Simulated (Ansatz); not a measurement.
Run this with Ansatz 0.2.0 through its Python package and show what comes out.

Input file `cs.xyz`:
```text
2
Lattice="5.56630605 0.0 0.0 -2.78315303 4.82056245 0.0 0.0 0.0 9.25847896" Properties=species:S:1:pos:R:3 pbc="T T T"
Cs   -0.00000003    3.21370831    2.31461974
Cs    2.78315305    1.60685413    6.94385922
```

Script `kconv.py`:
```python
# -*- coding: utf-8 -*-
"""k-point test for Cs."""

import warnings

import ansatz as az
import pandas as pd

warnings.simplefilter("ignore", az.DeckWarning)

system = az.Crystal.from_extxyz("cs.xyz")

base = system.calculation()
base = base.occupations("methfessel_paxton", width=0.05).scf(tolerance=1e-08)

rows = []
for value in [(2, 2, 1), (3, 3, 2), (4, 4, 2), (5, 5, 3), (6, 6, 3)]:
    report = base.kpoints(*value).run().report
    rows.append((value, report["free_energy_ev"] / len(report["lattice"]["sites"]), report["n_iterations"], report["n_kpoints"]))

table = pd.DataFrame(rows, columns=["mesh", "F/atom (eV)", "iterations", "k-points"])
print(table.round(5).to_string(index=False))

# differences from the last row
for row in rows[:-1]:
    shift = 1000 * (row[1] - rows[-1][1])
    print(f"{row[0]}: {shift:+.2f} meV/atom" + ("  (within 2 meV)" if abs(shift) < 2 else ""))
```

`python kconv.py` gives:
```text
     mesh  F/atom (eV)  iterations  k-points
(2, 2, 1)  -5670.62265           8         2
(3, 3, 2)  -5670.77596           6         6
(4, 4, 2)  -5670.75771           6         8
(5, 5, 3)  -5670.77686           6        10
(6, 6, 3)  -5670.74887           7        14
(2, 2, 1): +126.22 meV/atom
(3, 3, 2): -27.09 meV/atom
(4, 4, 2): -8.84 meV/atom
(5, 5, 3): -27.99 meV/atom
```

Caveats:
- No functional is typed, so the default, PBE, holds.
- This isn't the structure that Cs takes at ambient conditions.
- Shifts are counted from the finest mesh, which is itself no proven limit.
- Cost: about 4 core-seconds.

(A comment or docstring line of the script was reworded after the run, the code is as it ran; lines on the test bed's own set-up are left out of the output.)
